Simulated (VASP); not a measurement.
## BN: convergence with the precision settings and SCF threshold

How sensitive are energy, pressure and forces of BN to the precision settings and SCF threshold? The atoms are off their equilibrium sites, so that forces can be compared too. The series runs use PBE. The precision settings tried: PREC = Low; PREC = Medium; PREC = Normal; PREC = Single; PREC = Accurate; LREAL = Auto; ADDGRID = .TRUE.; LASPH = .TRUE.. The SCF threshold tried: EDIFF = 0.01; EDIFF = 0.001; EDIFF = 1E-04; EDIFF = 1E-05; EDIFF = 1E-06; EDIFF = 1E-08. The atoms of the start are displaced at random from the sites of a P6_3mc cell.

Main program and level: VASP 6.6.1; PBE; plane waves and PAW (B, N).

The database entry behind the starting cell has ideal inner coordinates that were not refined, so it need not match the best structure at ambient conditions.

**1. Set-up**

Symmetry: P1, No. 1, triclinic system. Conventional cell: a = 2.536 Å, b = 2.536 Å, c = 4.199 Å, α = 90.00°, β = 90.00°, γ = 120.00°. Nearest to B lie 4 N at 1.52 to 1.56 Å. Nearest to B lie 4 N at 1.54 to 1.65 Å. Nearest to N lie 4 B at 1.52 to 1.59 Å. N has 4 B at 1.52 to 1.65 Å nearest. Farther neighbours and most contacts between anions are not listed.

**2. Precision settings: PREC = Low**

PREC sets the FFT grids, and LREAL, ADDGRID and LASPH trade speed for accuracy. PBE, the usual starting point, adds the gradient of the density.

Input file INCAR:

```
SYSTEM = BN
PREC = Low
ENCUT = 520
EDIFF = 1E-06
NELM = 100
ISMEAR = -1
SIGMA = 0.05
LREAL = .FALSE.
ALGO = Normal
GGA = PE
NBANDS = 14
LORBIT = 11
LWAVE = .FALSE.
LCHARG = .FALSE.
KPAR = 4
ISIF = 2
```

Input file POSCAR:

```
BN
1.0
    2.5360000000      0.0000000000      0.0000000000
   -1.2680000000      2.1962404240      0.0000000000
    0.0000000000      0.0000000000      4.1990000000
B N
2 2
Direct
    0.6481860000      0.3371780000     -0.0035200000
    0.3373760000      0.6502600000      0.4951990000
    0.6605740000      0.3230120000      0.3578320000
    0.3072110000      0.6597580000      0.8874060000
```

Input file KPOINTS:

```
Automatic mesh
0
Gamma
10 10 5
0 0 0
```

The projector-augmented-wave data sets are B and N (PBE family, release 64).

Run with:

```console
mpirun -np 4 vasp_std
```

Log:

```text
[banner, memory and clock lines left out]
running    4 mpi-ranks, on    1 nodes
 distrk:  each k-point on    1 cores,    4 groups
 distr:  one band on    1 cores,    1 groups

 POSCAR found type information on POSCAR B N
 POSCAR found :  2 types and       4 ions
 LDA part: xc-table for (Slater+PW92), standard interpolation
 POSCAR, INCAR and KPOINTS ok, starting setup
 FFT: planning ... GRIDC
 FFT: planning ... GRID_SOFT
 FFT: planning ... GRID
 WAVECAR not read
 entering main loop
       N       E                     dE             d eps       ncg     rms          rms(c)
DAV:   1     0.439329028888E+02    0.43933E+02   -0.85922E+03  7064   0.111E+03
DAV:   2    -0.340689730750E+02   -0.78002E+02   -0.72990E+02  9508   0.251E+02
DAV:   3    -0.365970374952E+02   -0.25281E+01   -0.25198E+01  9750   0.434E+01
DAV:   4    -0.366072654515E+02   -0.10228E-01   -0.10227E-01  7548   0.301E+00
DAV:   5    -0.366073420003E+02   -0.76549E-04   -0.76544E-04  9492   0.232E-01    0.968E+00
DAV:   6    -0.347445240405E+02    0.18628E+01   -0.35727E+00  9330   0.160E+01    0.461E+00
DAV:   7    -0.346005160225E+02    0.14401E+00   -0.29989E-01  8418   0.481E+00    0.280E+00
DAV:   8    -0.345692725335E+02    0.31243E-01   -0.65052E-02  8244   0.222E+00    0.249E-01
DAV:   9    -0.345685437077E+02    0.72883E-03   -0.21081E-03  9684   0.509E-01    0.138E-01
DAV:  10    -0.345687810497E+02   -0.23734E-03   -0.46559E-04  8196   0.191E-01    0.294E-02
DAV:  11    -0.345687861805E+02   -0.51308E-05   -0.34837E-05  9408   0.574E-02    0.116E-02
DAV:  12    -0.345687914913E+02   -0.53108E-05   -0.52444E-06  8028   0.232E-02    0.717E-03
DAV:  13    -0.345687922899E+02   -0.79864E-06   -0.51630E-07  6678   0.712E-03
   1 F= -.34568792E+02 E0= -.34568792E+02  d E =-.780200E-10
```

Wall time 8.2 s (4 MPI ranks of Intel Xeon 6975P-C (Granite Rapids), shared host); peak memory 0.61 GiB; 29 s of CPU time.

The logs omit lines about the potential files and the build; timing stands in the text.

From OUTCAR (step 2):

```text
ion  position               nearest neighbor table
   1  0.648  0.337  0.996-   4 1.52   3 1.52   4 1.53   4 1.56
   2  0.337  0.650  0.495-   3 1.54   3 1.59   3 1.59   4 1.65
   3  0.661  0.323  0.358-   1 1.52   2 1.54   2 1.59   2 1.59
   4  0.307  0.660  0.887-   1 1.52   1 1.53   1 1.56   2 1.65

  LATTYP: Found a hexagonal cell.
 ALAT       =     2.5360000000
 C/A-ratio  =     1.6557570978

 Subroutine GETGRP returns: Found  1 space group operations
 (whereof  1 operations were pure point group operations)

The static configuration has the point symmetry C_1 .

 Found    252 irreducible k-points:

   k-points           NKPTS =    252   k-points in BZ     NKDIM =    252   number of bands    NBANDS=     14

   dimension x,y,z NGX =    14 NGY =   14 NGZ =   24
   dimension x,y,z NGXF=    16 NGYF=   16 NGZF=   28

   ENCUT  =  520.0 eV  38.22 Ry    6.18 a.u.   4.72  4.72  7.81*2*pi/ulx,y,z

   NELECT =      16.0000    total number of electrons

 k-points in reciprocal lattice and weights: Automatic mesh
   0.00000000  0.00000000  0.00000000       0.002
   0.10000000  0.00000000  0.00000000       0.004
   0.00000000  0.10000000  0.00000000       0.004
  -0.10000000  0.10000000  0.00000000       0.004
   0.20000000  0.00000000  0.00000000       0.004
   0.00000000  0.20000000  0.00000000       0.004
  -0.20000000  0.20000000  0.00000000       0.004
   0.30000000  0.00000000  0.00000000       0.004
   0.00000000  0.30000000  0.00000000       0.004
[...]
0.30000000  0.40000000  0.40000000       0.004
  -0.40000000 -0.30000000  0.40000000       0.004

 average (electrostatic) potential at core
       1 -24.2159       2 -24.4941       3 -60.2323       4 -60.3125

 E-fermi :   8.8074

 k-point     1 :       0.0000    0.0000    0.0000
  band No.  band energies     occupation
    ...
      4       5.3117      2.00000
      5       5.6384      2.00000
      6       7.4403      2.00000
      7       7.5365      2.00000
      8       7.9212      2.00000
      9      15.8283      0.00000
     10      15.9575      0.00000
     11      16.2856      0.00000
     12      17.5407      0.00000
     13      18.5653      0.00000
    ...

 k-point     2 :       0.1000    0.0000    0.0000
  band No.  band energies     occupation
    ...
      4       4.4331      2.00000
      5       5.1383      2.00000
      6       6.8573      2.00000
      7       7.3276      2.00000
      8       7.4699      2.00000
      9      15.5867      0.00000
     10      16.3076      0.00000
     11      16.7199      0.00000
     12      18.1000      0.00000
     13      19.0533      0.00000
    ...

 k-point     3 :       0.0000    0.1000    0.0000
  band No.  band energies     occupation
    ...
      4       4.6173      2.00000
      5       4.9423      2.00000
      6       6.9209      2.00000
      7       7.2788      2.00000
      8       7.4539      2.00000
      9      15.5750      0.00000
     10      16.3052      0.00000
     11      16.7435      0.00000
     12      18.1084      0.00000
     13      19.0892      0.00000
    ...

  Total        1.5893451      1.3781081      1.6877450      0.1165245     -0.0409772     -0.1022940
  in kB      108.8814216     94.4101888    115.6225156      7.9827527     -2.8072311     -7.0078677
  external PRESSURE =     106.3047087 kB  Pullay stress =       0.0000000 kB

  energy-cutoff  :      520.00
  volume of cell :       23.39
      direct lattice vectors                 reciprocal lattice vectors
     2.536000000  0.000000000  0.000000000     0.394321767  0.227661778  0.000000000
    -1.268000000  2.196240424  0.000000000     0.000000000  0.455323556  0.000000000
     0.000000000  0.000000000  4.199000000     0.000000000  0.000000000  0.238151941

 POSITION                                       TOTAL-FORCE (eV/Angst)
 -----------------------------------------------------------------------------------
      1.21626      0.74052      4.18422         0.081846     -0.710522      0.326341
      0.03106      1.42813      2.07934        -1.098450      0.389286     -0.176044
      1.26564      0.70941      1.50254         0.395189     -0.138752      3.150233
     -0.05749      1.44899      3.72622         0.621414      0.459988     -3.300530
 -----------------------------------------------------------------------------------
    total drift:                                0.000231      0.000002     -0.001447

  FREE ENERGIE OF THE ION-ELECTRON SYSTEM (eV)
  ---------------------------------------------------
  free  energy   TOTEN  =       -34.5687922899 eV

  energy  without entropy=      -34.5687922899  energy(sigma->0) =      -34.56879229

 total charge
# of ion       s       p       d       tot
------------------------------------------
    1        0.698   1.444   0.000   2.142
    2        0.667   1.306   0.000   1.973
    3        1.219   2.774   0.000   3.993
    4        1.218   2.772   0.000   3.990
--------------------------------------------------
tot          3.802   8.296   0.000  12.098

[... 3 further parts left out ...]
```

The gap is read on the k-mesh alone, so it is an upper bound where the band edges lie off the mesh.

A gap read on the k-mesh alone can miss the band edges.

Numbers from this step:

```
SCF cycles                     : 13
electrons                      : 16
bands                          : 14
irreducible k-points           : 252
symmetry operations            : 1
free energy (TOTEN)            : -34.57 eV
Fermi energy                   : 8.807 eV
pressure                       : 10.63 GPa
metallic                       : no
valence top at k               : 0, 0, 0
conduction bottom at k         : -0.3, -0.4, 0
least direct gap at k          : 0, 0, 0
gap on the k-mesh              : 5.110 eV
least direct gap on the k-mesh : 7.907 eV
```

The series starts at -8.6422 eV an atom and 10.63 GPa, after 13 cycles in 8.2 s.

**3. Precision settings: PREC = Medium**

Edit INCAR of step 2 so:

```diff
@@ -1,3 +1,3 @@
 SYSTEM = BN
-PREC = Low
+PREC = Medium
 ENCUT = 520
```

POSCAR is that of step 2.

KPOINTS is that of step 2.

Run with:

```console
mpirun -np 4 vasp_std
```

Log:

```text
[... set-up lines as in an earlier step ...]
 entering main loop
       N       E                     dE             d eps       ncg     rms          rms(c)
DAV:   1     0.439335826665E+02    0.43934E+02   -0.85922E+03  7064   0.111E+03
DAV:   2    -0.340682239454E+02   -0.78002E+02   -0.72990E+02  9508   0.251E+02
DAV:   3    -0.365962917163E+02   -0.25281E+01   -0.25198E+01  9750   0.434E+01
DAV:   4    -0.366065197239E+02   -0.10228E-01   -0.10227E-01  7548   0.301E+00
[...]
DAV:  11    -0.345681435730E+02   -0.51389E-05   -0.34838E-05  9408   0.574E-02    0.116E-02
DAV:  12    -0.345681488862E+02   -0.53131E-05   -0.52469E-06  8028   0.232E-02    0.717E-03
DAV:  13    -0.345681496847E+02   -0.79854E-06   -0.51639E-07  6690   0.712E-03
   1 F= -.34568150E+02 E0= -.34568150E+02  d E =-.780952E-10
```

The job ended after 8.4 s (4 MPI ranks; peak memory 0.61 GiB; 30 s of CPU time).

From OUTCAR (step 3):

```text
  Total        1.5859747      1.3749268      1.6810606      0.1181248     -0.0418319     -0.1019152
  in kB      108.6505242     94.1922496    115.1645855      8.0923858     -2.8657849     -6.9819119
  external PRESSURE =     106.0024531 kB  Pullay stress =       0.0000000 kB

 POSITION                                       TOTAL-FORCE (eV/Angst)
 -----------------------------------------------------------------------------------
      1.21626      0.74052      4.18422         0.081804     -0.710229      0.325500
      0.03106      1.42813      2.07934        -1.098535      0.389607     -0.176114
      1.26564      0.70941      1.50254         0.395641     -0.138191      3.150162
     -0.05749      1.44899      3.72622         0.621089      0.458812     -3.299548
 -----------------------------------------------------------------------------------
    total drift:                               -0.000333     -0.001004      0.000237

  FREE ENERGIE OF THE ION-ELECTRON SYSTEM (eV)
  ---------------------------------------------------
  free  energy   TOTEN  =       -34.5681496847 eV

  energy  without entropy=      -34.5681496846  energy(sigma->0) =      -34.56814968

[... 2 parts as in an earlier step ...]

[... 1 further part left out ...]
[key lines of the parts left out:]
E-fermi :   8.8074
```

Against the first of the series the energy moves by +0.16 meV an atom and the pressure by -0.03 GPa, after 13 cycles in 8.4 s.

**4. Precision settings: PREC = Normal**

Edit INCAR of step 3 so:

```diff
@@ -1,3 +1,3 @@
 SYSTEM = BN
-PREC = Medium
+PREC = Normal
 ENCUT = 520
```

POSCAR is that of step 3.

KPOINTS is that of step 3.

Run with:

```console
mpirun -np 4 vasp_std
```

Log:

```text
[... set-up lines as in an earlier step ...]
 entering main loop
       N       E                     dE             d eps       ncg     rms          rms(c)
DAV:   1     0.439338098315E+02    0.43934E+02   -0.85922E+03  7064   0.111E+03
DAV:   2    -0.340679769193E+02   -0.78002E+02   -0.72990E+02  9508   0.251E+02
DAV:   3    -0.365960459825E+02   -0.25281E+01   -0.25198E+01  9750   0.434E+01
DAV:   4    -0.366062740099E+02   -0.10228E-01   -0.10227E-01  7548   0.301E+00
[...]
DAV:  11    -0.345679426649E+02   -0.51381E-05   -0.34835E-05  9408   0.574E-02    0.116E-02
DAV:  12    -0.345679479778E+02   -0.53129E-05   -0.52466E-06  8028   0.232E-02    0.717E-03
DAV:  13    -0.345679487763E+02   -0.79848E-06   -0.51636E-07  6690   0.712E-03
   1 F= -.34567949E+02 E0= -.34567949E+02  d E =-.781035E-10
```

Wall time 6.4 s (4 MPI ranks); peak memory 0.65 GiB; 22 s of CPU time.

From OUTCAR (step 4):

```text
  Total        1.5849404      1.3745386      1.6827579      0.1184108     -0.0415303     -0.1020032
  in kB      108.5796692     94.1656537    115.2808643      8.1119770     -2.8451173     -6.9879433
  external PRESSURE =     106.0087291 kB  Pullay stress =       0.0000000 kB

 POSITION                                       TOTAL-FORCE (eV/Angst)
 -----------------------------------------------------------------------------------
      1.21626      0.74052      4.18422         0.081815     -0.710530      0.325580
      0.03106      1.42813      2.07934        -1.098644      0.389376     -0.176003
      1.26564      0.70941      1.50254         0.395633     -0.137744      3.149631
     -0.05749      1.44899      3.72622         0.621195      0.458898     -3.299209
 -----------------------------------------------------------------------------------
    total drift:                               -0.000081     -0.000127      0.000123

  FREE ENERGIE OF THE ION-ELECTRON SYSTEM (eV)
  ---------------------------------------------------
  free  energy   TOTEN  =       -34.5679487763 eV

  energy  without entropy=      -34.5679487762  energy(sigma->0) =      -34.56794878

[... 2 parts as in an earlier step ...]

[... 1 further part left out ...]
[key lines of the parts left out:]
E-fermi :   8.8074
```

Against the first of the series the energy moves by +0.21 meV an atom and the pressure by -0.03 GPa, after 13 cycles in 6.4 s.

**5. Precision settings: PREC = Single**

Edit INCAR of step 4 so:

```diff
@@ -1,3 +1,3 @@
 SYSTEM = BN
-PREC = Normal
+PREC = Single
 ENCUT = 520
```

POSCAR is that of step 4.

KPOINTS is that of step 4.

Run with:

```console
mpirun -np 4 vasp_std
```

Log:

```text
[... set-up lines as in an earlier step ...]
 entering main loop
       N       E                     dE             d eps       ncg     rms          rms(c)
DAV:   1     0.439344182167E+02    0.43934E+02   -0.85922E+03  7064   0.111E+03
DAV:   2    -0.340679716643E+02   -0.78002E+02   -0.72991E+02  9508   0.251E+02
DAV:   3    -0.365959924977E+02   -0.25280E+01   -0.25198E+01  9750   0.434E+01
DAV:   4    -0.366062201653E+02   -0.10228E-01   -0.10227E-01  7548   0.301E+00
[...]
DAV:  11    -0.345678850058E+02   -0.51384E-05   -0.34835E-05  9408   0.574E-02    0.116E-02
DAV:  12    -0.345678903177E+02   -0.53120E-05   -0.52457E-06  8028   0.232E-02    0.717E-03
DAV:  13    -0.345678911162E+02   -0.79852E-06   -0.51625E-07  6690   0.712E-03
   1 F= -.34567891E+02 E0= -.34567891E+02  d E =-.780625E-10
```

Run time: 13 s. Hardware: 4 MPI ranks; peak memory 0.63 GiB; 46 s of CPU time.

From OUTCAR (step 5):

```text
  Total        1.5791951      1.3710154      1.6796489      0.1203183     -0.0417153     -0.1021735
  in kB      108.1860769     93.9242878    115.0678719      8.2426546     -2.8577947     -6.9996095
  external PRESSURE =     105.7260789 kB  Pullay stress =       0.0000000 kB

 POSITION                                       TOTAL-FORCE (eV/Angst)
 -----------------------------------------------------------------------------------
      1.21626      0.74052      4.18422         0.081835     -0.710319      0.327284
      0.03106      1.42813      2.07934        -1.098557      0.389568     -0.175653
      1.26564      0.70941      1.50254         0.395693     -0.138033      3.149118
     -0.05749      1.44899      3.72622         0.621029      0.458784     -3.300749
 -----------------------------------------------------------------------------------
    total drift:                               -0.000375     -0.000822     -0.003680

  FREE ENERGIE OF THE ION-ELECTRON SYSTEM (eV)
  ---------------------------------------------------
  free  energy   TOTEN  =       -34.5678911162 eV

  energy  without entropy=      -34.5678911162  energy(sigma->0) =      -34.56789112

[... 2 parts as in an earlier step ...]

[... 1 further part left out ...]
[key lines of the parts left out:]
E-fermi :   8.8074
```

Against the first of the series the energy moves by +0.23 meV an atom and the pressure by -0.06 GPa, after 13 cycles in 13 s.

**6. Precision settings: PREC = Accurate**

Edit INCAR of step 5 so:

```diff
@@ -1,3 +1,3 @@
 SYSTEM = BN
-PREC = Single
+PREC = Accurate
 ENCUT = 520
```

POSCAR is that of step 5.

KPOINTS is that of step 5.

Run with:

```console
mpirun -np 4 vasp_std
```

Log:

```text
[... set-up lines as in an earlier step ...]
 entering main loop
       N       E                     dE             d eps       ncg     rms          rms(c)
DAV:   1     0.439346156356E+02    0.43935E+02   -0.85922E+03  7064   0.111E+03
DAV:   2    -0.340677568962E+02   -0.78002E+02   -0.72991E+02  9508   0.251E+02
DAV:   3    -0.365957786724E+02   -0.25280E+01   -0.25198E+01  9750   0.434E+01
DAV:   4    -0.366060063532E+02   -0.10228E-01   -0.10227E-01  7548   0.301E+00
[...]
DAV:  11    -0.345676997270E+02   -0.51383E-05   -0.34830E-05  9408   0.574E-02    0.116E-02
DAV:  12    -0.345677050383E+02   -0.53113E-05   -0.52447E-06  8028   0.232E-02    0.717E-03
DAV:  13    -0.345677058366E+02   -0.79824E-06   -0.51621E-07  6690   0.712E-03
   1 F= -.34567706E+02 E0= -.34567706E+02  d E =-.780913E-10
```

Elapsed: 11 s, on 4 MPI ranks; peak memory 0.71 GiB; 41 s of CPU time.

OUTCAR, selected parts (step 6):

```text
  Total        1.5781121      1.3706167      1.6811070      0.1204935     -0.0415772     -0.1020879
  in kB      108.1118792     93.8969721    115.1677610      8.2546579     -2.8483365     -6.9937440
  external PRESSURE =     105.7255375 kB  Pullay stress =       0.0000000 kB

 POSITION                                       TOTAL-FORCE (eV/Angst)
 -----------------------------------------------------------------------------------
      1.21626      0.74052      4.18422         0.081778     -0.710593      0.326047
      0.03106      1.42813      2.07934        -1.098679      0.389325     -0.176323
      1.26564      0.70941      1.50254         0.395706     -0.137779      3.149374
     -0.05749      1.44899      3.72622         0.621195      0.459048     -3.299098
 -----------------------------------------------------------------------------------
    total drift:                                0.000015      0.000125     -0.000440

  FREE ENERGIE OF THE ION-ELECTRON SYSTEM (eV)
  ---------------------------------------------------
  free  energy   TOTEN  =       -34.5677058366 eV

  energy  without entropy=      -34.5677058365  energy(sigma->0) =      -34.56770584

[... 2 parts as in an earlier step ...]

[... 1 further part left out ...]
[key lines of the parts left out:]
E-fermi :   8.8074
```

Against the first of the series the energy moves by +0.27 meV an atom and the pressure by -0.06 GPa, after 13 cycles in 11 s.

[end of part 1 of 3]

[Lines on the potential files, build, host, timing and source positions are cut from VASP's logs without a mark.]

[Logs are printed without paths, hosts, clocks, repeated set-up lines and the standing remarks that a program may print on its own settings, such as how far it seeks lower states.]

[Hosts, paths, dates, database ids (printed as entryN), source tags and the programs' standing remarks are cut or masked in the printed files.]

[A measured line is paired with the nearest computed mode of its activity, which favours agreement.]

[In band tables of VASP the shares of atoms and orbitals are scaled to a sum of 1 inside the atoms' spheres.]
